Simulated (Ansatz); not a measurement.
Hf$_{2}$S: how the energy converges with the cutoff

Hf$_{2}$S, P1, a = 3.436 Å, b = 3.394 Å, c = 11.775 Å, α, β, γ = 91.1°, 89.8°, 121.4°. Ansatz: r2SCAN, PAW, cutoff varied, Γ-centred 10×10×4 mesh on 6 atoms, Gaussian smearing 0.10 eV; no spin polarisation. Single points at one geometry with displaced atoms, the cutoff alone changed; ΔE is the energy at zero smearing over the run at 500 eV. The runs up to 350 eV lie under the cutoff recommended for these PAW datasets.

```
cutoff (eV)  ΔE (meV/atom)
        200        4182.99
        250         746.15
        300              ?
        350           5.71
```

Question: Assume ΔE falls exponentially with the cutoff, fit y = ln ΔE against x, the cutoff in eV, to the other rows, and predict the missing value.

Answer: y = 8.339, 6.615, 1.742. Means x = 266.7, y = 5.5653; Σ(Δx)² = 11667, ΣΔxΔy = -521.0; the slope is their ratio. y = 17.47 − 0.04466 x, a factor of ten per 52 eV. At 300 eV this gives ΔE = 58.67 meV/atom. The run gave 81.19, a ratio of 0.72. Between neighbouring rows the decay runs from a factor of ten per 43 eV to one per 67 eV, so one exponential is only a rough guide.

Cost: 5 runs of about 8.4 core-minutes in all, on Intel Xeon 6975P-C (Granite Rapids) (shared hosts).